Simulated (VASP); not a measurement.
# Zr (Pm-3m) in VASP: notebook, part 2 of 2

VASP 6.6.1. The steps go on from the part before.

## 4. Single point, RPBE

This run uses another cell than the first one, of 27.50 Å³/atom, 1.080 times its volume.

File INCAR:

```
SYSTEM = Zr
PREC = Accurate
ENCUT = 520
EDIFF = 1E-7
ISMEAR = -1
SIGMA = 0.1
LREAL = .FALSE.
LASPH = .TRUE.
NELM = 100
ALGO = Fast
ISIF = 2
LWAVE = .FALSE.
LCHARG = .TRUE.
GGA = RP
LELF = .TRUE.
LVHAR = .TRUE.
NBANDS = 12
```

File KPOINTS:

```
regular mesh
0
G
  12 12 12
  0 0 0
```

File POSCAR:

```
Zr
1.0
    3.0183330877      0.0000000000      0.0000000000
    0.0000000000      3.0183330877      0.0000000000
    0.0000000000      0.0000000000      3.0183330877
Zr
1
Direct
    0.0000000000      0.0000000000      0.0000000000
```

Potentials or basis: VASP PAW PBE potentials, release 64 (Zr_sv).

The run is started by

```bash
cat potpaw_PBE.64/Zr_sv/POTCAR > POTCAR
mpirun -np 1 vasp_std > vasp.out
```

OUTCAR:

```text
SYSTEM = Zr
   PREC = Accurate
   ENCUT = 520
   EDIFF = 1E-7
   ISMEAR = -1
   LREAL = .FALSE.
   LASPH = .TRUE.
   NELM = 100
   ISIF = 2
   GGA = RP

 ion  position               nearest neighbor table
   1  0.000  0.000  0.000-

  LATTYP: Found a simple cubic cell.
 ALAT       =     3.0183330877

  Lattice vectors:

 A1 = (   3.0183330877,   0.0000000000,   0.0000000000)
 A2 = (   0.0000000000,   3.0183330877,   0.0000000000)
 A3 = (   0.0000000000,   0.0000000000,   3.0183330877)

Analysis of symmetry for initial positions (statically):
=====================================================================
 Subroutine PRICEL returns:
 Original cell was already a primitive cell.

 Routine SETGRP: Setting up the symmetry group for a
 simple cubic supercell.

 Subroutine GETGRP returns: Found 48 space group operations
 (whereof 48 operations were pure point group operations)
 out of a pool of 48 trial point group operations.

The static configuration has the point symmetry O_h .

Analysis of symmetry for dynamics (positions and initial velocities):
=====================================================================
[... 162 lines left out ...]
 fundamental gap:      0.0307904033
 Fermi energy:         7.0335748837

 k-point     1 :       0.0000    0.0000    0.0000
  band No.  band energies     occupation
      1     -41.7971      2.00000
      2     -19.3762      2.00000
      3     -19.3762      2.00000
      4     -19.3762      2.00000
      5       2.1913      2.00000
      6       5.6054      2.00000
      7       5.6054      2.00000
      8      11.9633      0.00000
      9      11.9633      0.00000
     10      11.9634      0.00000
     11      18.9845      0.00000
     12      18.9845      0.00000
[... 331 lines left out ...]
 k-point    24 :       0.4167    0.3333    0.0000
  band No.  band energies     occupation
      1     -41.6412      2.00000
      2     -20.1011      2.00000
      3     -19.9332      2.00000
      4     -19.2480      2.00000
      5       5.0591      2.00000
      6       6.3327      1.99819
      7       9.3155      0.00000
      8       9.9018      0.00000
      9      10.3702      0.00000
     10      10.4299      0.00000
     11      14.7806      0.00000
     12      18.5650      0.00000

 [... further k-points ...]
[... 5 lines left out ...]
  --------------------------------------------------------------------------------------
  -------------------------------------------------------------------------------------
  Total       -0.6725333     -0.6725333     -0.6725333     -0.0000000     -0.0000000     -0.0000000
  in kB      -39.1852705    -39.1852705    -39.1852705     -0.0000000     -0.0000000     -0.0000000
  external PRESSURE =     -39.1852705 kB  Pullay stress =       0.0000000 kB

 VOLUME and BASIS-vectors are now :
 -----------------------------------------------------------------------------
  energy-cutoff  :      520.00
  volume of cell :       27.50
      direct lattice vectors                 reciprocal lattice vectors
     3.018333088  0.000000000  0.000000000     0.331308696  0.000000000  0.000000000
     0.000000000  3.018333088  0.000000000     0.000000000  0.331308696  0.000000000
     0.000000000  0.000000000  3.018333088     0.000000000  0.000000000  0.331308696

 POSITION                                       TOTAL-FORCE (eV/Angst)
 -----------------------------------------------------------------------------------
      0.00000      0.00000      0.00000         0.000000      0.000000      0.000000
 -----------------------------------------------------------------------------------
    total drift:                               -0.000000     -0.000000      0.000000

  FREE ENERGIE OF THE ION-ELECTRON SYSTEM (eV)
  ---------------------------------------------------
  free  energy   TOTEN  =        -7.2078557395 eV

  energy  without entropy=       -7.1337591254  energy(sigma->0) =       -7.17080743
```

OSZICAR:

```text
N       E                     dE             d eps       ncg     rms          rms(c)
DAV:   1     0.896774822607E+02    0.89677E+02   -0.67799E+03  2016   0.979E+02
DAV:   2    -0.413120158154E+01   -0.93809E+02   -0.91099E+02  2328   0.263E+02
DAV:   3    -0.739437857833E+01   -0.32632E+01   -0.31922E+01  3032   0.414E+01
[... 13 lines left out ...]
RMM:  17    -0.720785438613E+01   -0.24836E-05   -0.66430E-06  2792   0.215E-02    0.443E-03
RMM:  18    -0.720785516311E+01   -0.77698E-06   -0.31120E-06  2476   0.108E-02    0.102E-03
RMM:  19    -0.720785557857E+01   -0.41546E-06   -0.18019E-06  1875   0.670E-03    0.443E-04
RMM:  20    -0.720785564703E+01   -0.68454E-07   -0.11326E-06  1537   0.447E-03    0.229E-04
RMM:  21    -0.720785573953E+01   -0.92509E-07   -0.71841E-07  1338   0.326E-03
   1 F= -.72078557E+01 E0= -.71708074E+01  d E =-.740966E-01
```

stdout:

```text
POSCAR found type information on POSCAR Zr
 POSCAR found :  1 types and       1 ions
 scaLAPACK will be used
 -----------------------------------------------------------------------------
|                                                                             |
|                                                                             |
|     You enforced a specific xc type in the INCAR file but a different       |
|     I HOPE YOU KNOW WHAT YOU ARE DOING!                                     |
|                                                                             |
 -----------------------------------------------------------------------------

 LDA part: xc-table for (Slater+PW92), standard interpolation
 POSCAR, INCAR and KPOINTS ok, starting setup
 FFT: planning ... GRIDC
 FFT: planning ... GRID_SOFT
 FFT: planning ... GRID
 WAVECAR not read
 entering main loop
WARNING in EDDRMM: call to ZHEGV failed, returncode =   6  3      5
WARNING in EDDRMM: call to ZHEGV failed, returncode =   6  3     10
WARNING in EDDRMM: call to ZHEGV failed, returncode =   8  4     12
WARNING in EDDRMM: call to ZHEGV failed, returncode =   6  3      8
WARNING in EDDRMM: call to ZHEGV failed, returncode =   6  3      5
WARNING in EDDRMM: call to ZHEGV failed, returncode =   6  3      6
```

It took 12 s on 1 thread of Intel Xeon 6975P-C (Granite Rapids), shared host; peak memory 0.15 GiB.

Results:

| Quantity | Value |
| --- | --- |
| Free energy | -7.2079 eV |
| Pressure | -3.9 GPa |
| Band gap on the k mesh | none (metal or under the smearing width) |

Caveat: the PAW data sets were made with another functional, which shifts forces and pressure a little.

## 5. Summary

| cell | k mesh | gap on the mesh (eV) | pressure (GPa) |
| --- | --- | --- | --- |
| Pm-3m, 25.46 Å³/atom | 17 × 17 × 17 | none | 0.2 |
| Pm-3m, 22.41 Å³/atom | 12 × 12 × 12 | none | 10.3 |
| Pm-3m, 27.5 Å³/atom | 12 × 12 × 12 | none | -3.9 |

Alike in all rows: task single point; level RPBE; potentials or basis VASP PAW PBE potentials, release 64 (Zr_sv); no spin polarisation; cutoff (eV) 520; smearing fermi-dirac 0.1 eV.

Every run on the cell as given and a fine mesh finds a metal.

Caveats: the PAW data sets were made with another functional, which shifts forces and pressure a little.

Absolute energies hang on the potentials; compare differences alone.
